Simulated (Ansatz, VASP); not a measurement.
**One calculation of Lu, two programs**

```
CELL_PARAMETERS angstrom
-1.94997 1.94997 1.94997
1.94997 -1.94997 1.94997
1.94997 1.94997 -1.94997
ATOMIC_POSITIONS crystal
Lu 0.00000 0.00000 0.00000
```

This isn't the form of Lu at room conditions, which is hcp.

Alike in both runs: task electric field gradients; functional PBE; k mesh 22 × 22 × 22; occupations fermi-dirac, width 0.08 eV; no spin polarisation.

|  | VASP | Ansatz |
| --- | --- | --- |
| version | VASP 6.6.1 | Ansatz 0.2.0 |
| potentials or method | VASP PAW PBE potentials, release 64 (Lu), cutoff 520 eV | all-electron PAW with datasets made for the crystal, scalar-relativistic |

VASP gave:

| Property | Result |
| --- | --- |
| gap on the k mesh at the Fermi level (eV) | none |
| pressure (GPa) | 0.1 |

Task: Which values does Ansatz return?

Result: gap on the k mesh at the Fermi level (eV): none; pressure (GPa): 0.0.

A gap of «none» marks a metal or a gap that the smearing closes. Ansatz ran all-electron here, so the differences hold the error of VASP's frozen core and of both bases. Ansatz warned: «gradients_without_spin_orbit».

Spin-orbit coupling is left out, which matters for the levels of Lu.
